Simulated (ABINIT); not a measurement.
# ZrN (Fm-3m) in ABINIT: notebook

The runs below take ZrN through relaxation of cell and atoms, single point, with PBE+D3.

Program: ABINIT 10.8.3 (patched build). These are calculated values, not measurements. Logs are shortened: lines on timing, memory, paths and dates and some standing lists are left out, and cuts for length are marked. The log counts tension as positive stress, the text compression.

**1. The crystal as given**

Symmetry: Fm-3m, No. 225, cubic system. The conventional cell has a = 4.600 Å, b = 4.600 Å, c = 4.600 Å, α = 90.00°, β = 90.00°, γ = 90.00°. Zr (site symmetry m-3m) has 6 N at 2.30 Å as nearest neighbours. Around N (site symmetry m-3m) lie 6 Zr at 2.30 Å.

**2. Relaxation of cell and atoms, PBE+D3**

run.abi

```
# Pseudopotentials
pp_dirpath "./"
pseudos "Zr.upf, N.upf"

# Structure
acell 3*1.0
rprim
     0.0000000000     4.3463700866     4.3463700866
     4.3463700866     0.0000000000     4.3463700866
     4.3463700866     4.3463700866     0.0000000000
ntypat 2
znucl 40 7
natom 2
typat 1 2
chkprim 0
chksymtnons 0
tolsym 1.0e-6
xred
            1/2            1/2            1/2
            0.0            0.0            0.0

# Plane-wave basis
ecut 42.0
ecutsm 0.5

# k points
kptopt 1
ngkpt 8 8 8
nshiftk 1
shiftk 0.0 0.0 0.0

# Exchange and correlation
ixc 11
vdw_xc 6

# Bands and occupations
nband 13
occopt 3
tsmear 0.05 eV

# SCF cycle
nstep 80
tolvrs 1.0e-12

# Output
iomode 3
prteig 0
prtebands 0
prtwf 0
prtden 0

# Relaxation
ionmov 2
optcell 2
ntime 50
tolmxf 2.0e-5
dilatmx 1.08
```

Potentials or basis: PseudoDojo NC SR PBE v0.4 stringent.

Command:

```
$ abinit run.abi > log 2>&1
```

run.abo:

```text
.Version 10.8.3 of ABINIT
 Symmetries : space group Fm -3 m (#225); Bravais cF (face-center cubic)
================================================================================
 Values of the parameters that define the memory need of the present run
     intxc =       0    ionmov =       2      iscf =       7    lmnmax =       6
     lnmax =       6     mgfft =      40  mpssoang =       3    mqgrid =    3001
     natom =       2  nloc_mem =       1    nspden =       1   nspinor =       1
    nsppol =       1      nsym =      48    n1xccc =    2501    ntypat =       2
    occopt =       3   xclevel =       2
       mpw =        2720          nfft =       64000          nkpt =          29
================================================================================
================================================================================

--------------------------------------------------------------------------------
------------- Echo of variables that govern the present computation ------------
--------------------------------------------------------------------------------
 -outvars: echo values of preprocessed input variables --------
            acell      1.0000000000E+00  1.0000000000E+00  1.0000000000E+00 Bohr
              amu      9.12240000E+01  1.40067400E+01
          chkprim           0
      chksymtnons           0
          dilatmx      1.08000000E+00
             ecut      4.20000000E+01 Hartree
           ecutsm      5.00000000E-01 Hartree
           ionmov           2
              ixc          11
         kptrlatt        8    0    0      0    8    0      0    0    8
          kptrlen      4.91735642E+01
            natom           2
            nband          13
            ngfft          40      40      40
             nkpt          29
            nstep          80
             nsym          48
            ntime          50
           ntypat           2
           occopt           3
          optcell           2
           prtden           0
        prtebands           0
           prteig           0
            prtwf           0
            rprim      0.0000000000E+00  4.3463700866E+00  4.3463700866E+00
                       4.3463700866E+00  0.0000000000E+00  4.3463700866E+00
                       4.3463700866E+00  4.3463700866E+00  0.0000000000E+00
          spgroup         225
           tolmxf      2.00000000E-05
           tolsym      1.00000000E-06
           tolvrs      1.00000000E-12
           tsmear      1.83746611E-03 Hartree
            typat      1  2
           vdw_xc           6
           xangst      2.2999999984E+00  2.2999999984E+00  2.2999999984E+00
                       0.0000000000E+00  0.0000000000E+00  0.0000000000E+00
            xcart      4.3463700866E+00  4.3463700866E+00  4.3463700866E+00
                       0.0000000000E+00  0.0000000000E+00  0.0000000000E+00
             xred      5.0000000000E-01  5.0000000000E-01  5.0000000000E-01
                       0.0000000000E+00  0.0000000000E+00  0.0000000000E+00
            znucl       40.00000    7.00000

================================================================================

 chkinp: Checking input parameters for consistency.

================================================================================
== DATASET  1 ==================================================================

--- !DatasetInfo
iteration_state: {dtset: 1, }
dimensions: {natom: 2, nkpt: 29, mband: 13, nsppol: 1, nspinor: 1, nspden: 1, mpw: 2720, }
cutoff_energies: {ecut:  42.0, pawecutdg:  -1.0, }
electrons: {nelect:   1.70000000E+01, charge:   0.00000000E+00, occopt:   3.00000000E+00, tsmear:   1.83746611E-03, }
meta: {optdriver: 0, ionmov: 2, optcell: 2, iscf: 7, paral_kgb: 0, }
...

 Exchange-correlation functional for the present dataset will be:
  GGA: Perdew-Burke-Ernzerhof functional - ixc=11
  J.P.Perdew, K.Burke, M.Ernzerhof, PRL 77, 3865 (1996)

 Real(R)+Recip(G) space primitive vectors, cartesian coordinates (Bohr,Bohr^-1):
 R(1)=  0.0000000  4.3463701  4.3463701  G(1)= -0.1150385  0.1150385  0.1150385
 R(2)=  4.3463701  0.0000000  4.3463701  G(2)=  0.1150385 -0.1150385  0.1150385
 R(3)=  4.3463701  4.3463701  0.0000000  G(3)=  0.1150385  0.1150385 -0.1150385
 Unit cell volume ucvol=  1.6421397E+02 bohr^3
 Angles (23,13,12)=  6.00000000E+01  6.00000000E+01  6.00000000E+01 degrees

 getcut: wavevector=  0.0000  0.0000  0.0000  ngfft=  40  40  40
         ecut(hartree)=     48.989   => boxcut(ratio)=   2.06540

--- Pseudopotential description ------------------------------------------------
- pspini: atom type   1  psp file is ./Zr.upf
  40.00000  12.00000  171031                  znucl, zion, pspdat
12 -101130 2 -1 1622                          pspcod,pspxc,lmax,lloc,mmax
     nproj     2     2     2

- pspini: atom type   2  psp file is ./N.upf
   7.00000   5.00000  171031                  znucl, zion, pspdat
12 -101130 1 -1 1058                          pspcod,pspxc,lmax,lloc,mmax
     nproj     2     2     0

   4.08144856E+02                                ecore*ucvol(ha*bohr**3)
--------------------------------------------------------------------------------

================================================================================

=== [ionmov= 2] Broyden-Fletcher-Goldfarb-Shanno method (forces)
================================================================================

--- Iteration: ( 1/50) Internal Cycle: (1/1)
--------------------------------------------------------------------------------

---SELF-CONSISTENT-FIELD CONVERGENCE--------------------------------------------

--- !BeginCycle
iteration_state: {dtset: 1, itime: 1, icycle: 1, }
solver: {iscf: 7, nstep: 80, nline: 4, wfoptalg: 0, }
tolerances: {tolvrs: 1.00E-12, }
...

     iter   Etot(hartree)      deltaE(h)  residm     vres2
 ETOT  1  -60.939203759207    -6.094E+01 1.160E-01 1.263E+03
 ETOT  2  -60.684306746575     2.549E-01 1.653E-02 2.953E+03
 ETOT  3  -61.142733621451    -4.584E-01 1.150E-02 1.846E+01
 ETOT  4  -61.145982061160    -3.248E-03 4.174E-03 2.567E-01
 ETOT  5  -61.145862371078     1.197E-04 6.893E-04 8.544E-01
 ETOT  6  -61.146000822201    -1.385E-04 9.020E-04 4.580E-02
 ETOT  7  -61.146008067672    -7.245E-06 7.730E-04 1.790E-03
 ETOT  8  -61.146008354597    -2.869E-07 2.648E-04 1.412E-05
 ETOT  9  -61.146008357070    -2.473E-09 6.353E-04 1.002E-08
 ETOT 10  -61.146008357071    -4.974E-13 1.894E-04 7.355E-10
 ETOT 11  -61.146008357073    -2.395E-12 4.415E-04 9.395E-11
 ETOT 12  -61.146008357071     2.032E-12 1.223E-04 9.036E-14
[... 339 lines left out ...]
 Gradient of E wrt nuclear positions in reduced coordinates (gred)
  0.00000000000000E+00  0.00000000000000E+00  0.00000000000000E+00
  0.00000000000000E+00  0.00000000000000E+00  0.00000000000000E+00
 Scale of Primitive Cell (acell) [bohr]
  6.09927848783768E+00  6.09927848783768E+00  6.09927848783768E+00
 Real space primitive translations (rprimd) [bohr]
  0.00000000000000E+00  4.31284117909525E+00  4.31284117909525E+00
  4.31284117909525E+00  0.00000000000000E+00  4.31284117909525E+00
  4.31284117909525E+00  4.31284117909525E+00  0.00000000000000E+00
 Unitary Cell Volume (ucvol) [Bohr^3]=  1.60442858957461E+02
 Angles (23,13,12)= [degrees]
  6.00000000000000E+01  6.00000000000000E+01  6.00000000000000E+01
 Lengths [Bohr]
  6.09927848783768E+00  6.09927848783768E+00  6.09927848783768E+00
 Stress tensor in cartesian coordinates (strten) [Ha/bohr^3]
  1.21348765168283E-08  0.00000000000000E+00  0.00000000000000E+00
  0.00000000000000E+00  1.21348765202978E-08  0.00000000000000E+00
  0.00000000000000E+00  0.00000000000000E+00  1.21348765272367E-08
 Total energy (etotal) [Ha]= -6.11463867830294E+01

 Difference of energy with previous step (new-old):
           Absolute (Ha)=-2.06352E-08
           Relative     =-3.37472E-10

 At Broyd/MD step   4, gradients are converged :
  max grad (force/stress) = 1.2135E-06 < tolmxf= 2.0000E-05 ha/bohr (free atoms)

================================================================================

 ----iterations are completed or convergence reached----

 Mean square residual over all n,k,spin=   24.173E-09; max=  90.022E-07
 reduced coordinates (array xred) for    2 atoms
       0.500000000000      0.500000000000      0.500000000000
       0.000000000000      0.000000000000      0.000000000000
 rms dE/dt=  0.0000E+00; max dE/dt=  0.0000E+00; dE/dt below (all hartree)
    1       0.000000000000      0.000000000000      0.000000000000
    2       0.000000000000      0.000000000000      0.000000000000

 cartesian coordinates (angstrom) at end:
    1      2.28225726467292     2.28225726467292     2.28225726467292
    2      0.00000000000000     0.00000000000000     0.00000000000000

 cartesian forces (hartree/bohr) at end:
    1     -0.00000000000000    -0.00000000000000    -0.00000000000000
    2     -0.00000000000000    -0.00000000000000    -0.00000000000000
 frms,max,avg= 0.0000000E+00 0.0000000E+00   0.000E+00  0.000E+00  0.000E+00 h/b

 cartesian forces (eV/Angstrom) at end:
    1     -0.00000000000000    -0.00000000000000    -0.00000000000000
    2     -0.00000000000000    -0.00000000000000    -0.00000000000000
 frms,max,avg= 0.0000000E+00 0.0000000E+00   0.000E+00  0.000E+00  0.000E+00 e/A
 length scales=  6.099278487838  6.099278487838  6.099278487838 bohr
              =  3.227599176525  3.227599176525  3.227599176525 angstroms
 Fermi (or HOMO) energy (hartree) =   0.51392   Average Vxc (hartree)=  -0.47167
 Eigenvalues (hartree) for nkpt=  29  k points:
 kpt#   1, nband= 13, wtk=  0.00195, kpt=  0.0000  0.0000  0.0000 (reduced coord)
  -1.30830   -0.48542   -0.48542   -0.48542   -0.08618    0.41570    0.41570    0.41570
   0.49878    0.49878    0.49878    0.57319    0.57319
      occupation numbers for kpt#   1
   2.00000    2.00000    2.00000    2.00000    2.00000    2.00000    2.00000    2.00000
   1.99947    1.99947    1.99947    0.00000    0.00000
 prteigrs : prtvol=0 or 1, do not print more k-points.

--- !EnergyTerms
iteration_state     : {dtset: 1, itime: 4, icycle: 1, }
comment             : Components of total free energy in Hartree
kinetic             :  2.15705685861616E+01
hartree             :  6.54139384028427E+00
xc                  : -1.31659667978161E+01
Ewald energy        : -5.24949562887048E+01
psp_core            :  2.54386426847552E+00
local_psp           : -3.04916143286465E+01
non_local_psp       :  4.37453929500568E+00
VdWaals_dft_d       : -2.38635678499735E-02
internal            : -6.11460349930902E+01
'-kT*entropy'       : -3.51789939176195E-04
total_energy        : -6.11463867830294E+01
total_energy_eV     : -1.66387794829916E+03
band_energy         : -3.27533136697689E+00
...

 Cartesian components of stress tensor (hartree/bohr^3)
  sigma(1 1)=  1.21348765E-08  sigma(3 2)=  0.00000000E+00
  sigma(2 2)=  1.21348765E-08  sigma(3 1)=  0.00000000E+00
  sigma(3 3)=  1.21348765E-08  sigma(2 1)=  0.00000000E+00

-Cartesian components of stress tensor (GPa)         [Pressure= -3.5702E-04 GPa]
- sigma(1 1)=  3.57020393E-04  sigma(3 2)=  0.00000000E+00
- sigma(2 2)=  3.57020393E-04  sigma(3 1)=  0.00000000E+00
- sigma(3 3)=  3.57020394E-04  sigma(2 1)=  0.00000000E+00

== END DATASET(S) ==============================================================
================================================================================

 -outvars: echo values of variables after computation  --------
            acell      6.0992784878E+00  6.0992784878E+00  6.0992784878E+00 Bohr
           etotal     -6.1146386783E+01
            fcart     -0.0000000000E+00 -0.0000000000E+00 -0.0000000000E+00
                      -0.0000000000E+00 -0.0000000000E+00 -0.0000000000E+00
            rprim      0.0000000000E+00  7.0710678119E-01  7.0710678119E-01
                       7.0710678119E-01  0.0000000000E+00  7.0710678119E-01
                       7.0710678119E-01  7.0710678119E-01  0.0000000000E+00
           strten      1.2134876517E-08  1.2134876520E-08  1.2134876527E-08
                       0.0000000000E+00  0.0000000000E+00  0.0000000000E+00
           xangst      2.2822572647E+00  2.2822572647E+00  2.2822572647E+00
                       0.0000000000E+00  0.0000000000E+00  0.0000000000E+00
             xred      5.0000000000E-01  5.0000000000E-01  5.0000000000E-01
                       0.0000000000E+00  0.0000000000E+00  0.0000000000E+00
 Calculation completed.
```

It took 1.8 min on 1 thread of Arm Neoverse V1, shared host; peak memory 0.09 GiB.

What came out:

* Free energy: -1663.8779 eV
* Relaxed volume: 11.89 Å³/atom
* Relaxed cell: a = 3.228 Å, b = 3.228 Å, c = 3.228 Å, α = 60.00°, β = 60.00°, γ = 60.00°
* Space group after relaxing (to 0.05 Å): Fm-3m (No. 225)
* Energy gained by relaxing: 5.1 meV/atom
* Ionic steps: 4
* Pressure after relaxing: 0.0 GPa
* Band gap on the k mesh: none (metal or under the smearing width)

The path:
| step | energy change (eV) | largest force (eV/Å) | pressure (GPa) | volume (Å³) |
| --- | --- | --- | --- | --- |
| 1 | 0.0000 | 0.0000 | -5.78 | 24.33 |
| 2 | -0.0097 | 0.0000 | -1.42 | 23.91 |
| 3 | -0.0103 | 0.0000 | 0.04 | 23.77 |
| 4 | -0.0103 | 0.0000 | 0.00 | 23.78 |

Final structure:
```
CELL_PARAMETERS angstrom
0.00000 2.28226 2.28226
2.28226 0.00000 2.28226
2.28226 2.28226 0.00000
ATOMIC_POSITIONS crystal
Zr 0.50000 0.50000 0.50000
N 0.00000 0.00000 0.00000
```

Caveat: pairwise dispersion overbinds metals, which lowers pressure and volume.

**3. Single point, PBE+D3 (cell relaxed)**

run.abi

```
# Pseudopotentials
pp_dirpath "./"
pseudos "Zr.upf, N.upf"

# Structure
acell 3.2275991841 3.2275991841 3.2275991841 Angstrom
rprim
     0.0000000000     0.7071067812     0.7071067812
     0.7071067812     0.0000000000     0.7071067812
     0.7071067812     0.7071067812     0.0000000000
ntypat 2
znucl 40 7
natom 2
typat 1 2
xred
     0.5000000000     0.5000000000     0.5000000000
     0.0000000000     0.0000000000     0.0000000000
chkprim 0
chksymtnons 0
tolsym 1.0e-6

# Plane-wave basis
ecut 42.0

# k points
kptopt 1
ngkpt 8 8 8
nshiftk 1
shiftk 0.0 0.0 0.0

# Exchange and correlation
ixc 11
vdw_xc 6

# Bands and occupations
nband 13
occopt 3
tsmear 0.05 eV

# SCF cycle
nstep 100
tolvrs 1.0e-10

# Output
iomode 3
prtwf 0
prteig 0
prtebands 0
enunit 1
prtden 1
prtvha 1
prtvclmb 1
prtpot 1
prtelf 1
```

Potentials or basis: PseudoDojo NC SR PBE v0.4 stringent.

Command:

```
$ abinit run.abi > log 2>&1
```

run.abo:

```text
.Version 10.8.3 of ABINIT
 Symmetries : space group Fm -3 m (#225); Bravais cF (face-center cubic)
================================================================================
 Values of the parameters that define the memory need of the present run
     intxc =       0    ionmov =       0      iscf =       7    lmnmax =       6
     lnmax =       6     mgfft =      36  mpssoang =       3    mqgrid =    3001
     natom =       2  nloc_mem =       1    nspden =       1   nspinor =       1
    nsppol =       1      nsym =      48    n1xccc =    2501    ntypat =       2
    occopt =       3   xclevel =       2
       mpw =        2120          nfft =       46656          nkpt =          29
================================================================================
================================================================================

--------------------------------------------------------------------------------
------------- Echo of variables that govern the present computation ------------
--------------------------------------------------------------------------------
 -outvars: echo values of preprocessed input variables --------
            acell      6.0992785022E+00  6.0992785022E+00  6.0992785022E+00 Bohr
              amu      9.12240000E+01  1.40067400E+01
          chkprim           0
      chksymtnons           0
             ecut      4.20000000E+01 Hartree
           enunit           1
              ixc          11
         kptrlatt        8    0    0      0    8    0      0    0    8
          kptrlen      4.87942280E+01
            natom           2
            nband          13
            ngfft          36      36      36
[... 183 lines left out ...]
hartree             :  6.54139424554577E+00
xc                  : -1.31659678496052E+01
Ewald energy        : -5.24949561645028E+01
psp_core            :  2.54386425041933E+00
local_psp           : -3.04916170244859E+01
non_local_psp       :  4.37453819987214E+00
VdWaals_dft_d       : -2.38635676331497E-02
internal            : -6.11460356665115E+01
'-kT*entropy'       : -3.51789862036070E-04
total_energy        : -6.11463874563735E+01
total_energy_eV     : -1.66387796662179E+03
band_energy         : -3.27533066628533E+00
...

 Cartesian components of stress tensor (hartree/bohr^3)
  sigma(1 1)=  4.63445096E-07  sigma(3 2)=  0.00000000E+00
  sigma(2 2)=  4.63445096E-07  sigma(3 1)=  0.00000000E+00
  sigma(3 3)=  4.63445096E-07  sigma(2 1)=  0.00000000E+00

-Cartesian components of stress tensor (GPa)         [Pressure= -1.3635E-02 GPa]
- sigma(1 1)=  1.36350255E-02  sigma(3 2)=  0.00000000E+00
- sigma(2 2)=  1.36350255E-02  sigma(3 1)=  0.00000000E+00
- sigma(3 3)=  1.36350255E-02  sigma(2 1)=  0.00000000E+00

== END DATASET(S) ==============================================================
================================================================================

 -outvars: echo values of variables after computation  --------
            acell      6.0992785022E+00  6.0992785022E+00  6.0992785022E+00 Bohr
           etotal     -6.1146387456E+01
            fcart     -0.0000000000E+00 -0.0000000000E+00 -0.0000000000E+00
                      -0.0000000000E+00 -0.0000000000E+00 -0.0000000000E+00
            rprim      0.0000000000E+00  7.0710678120E-01  7.0710678120E-01
                       7.0710678120E-01  0.0000000000E+00  7.0710678120E-01
                       7.0710678120E-01  7.0710678120E-01  0.0000000000E+00
           strten      4.6344509641E-07  4.6344509641E-07  4.6344509641E-07
                       0.0000000000E+00  0.0000000000E+00  0.0000000000E+00
           xangst      2.2822572701E+00  2.2822572701E+00  2.2822572701E+00
                       0.0000000000E+00  0.0000000000E+00  0.0000000000E+00
             xred      5.0000000000E-01  5.0000000000E-01  5.0000000000E-01
                       0.0000000000E+00  0.0000000000E+00  0.0000000000E+00
 Calculation completed.
```

Run time: 26 s. Hardware: 1 thread of Arm Neoverse V1, shared host; peak memory 0.07 GiB.

Results:

```yaml
Free_energy: -1663.8780 eV
Pressure: 0.0 GPa
Band_gap_on_the_k_mesh: none (metal or under the smearing width)
Valence_electrons_inside_the_program's_atomic_spheres: Zr 8.44; N 5.23
```

Caveat: pairwise dispersion overbinds metals, which lowers pressure and volume.
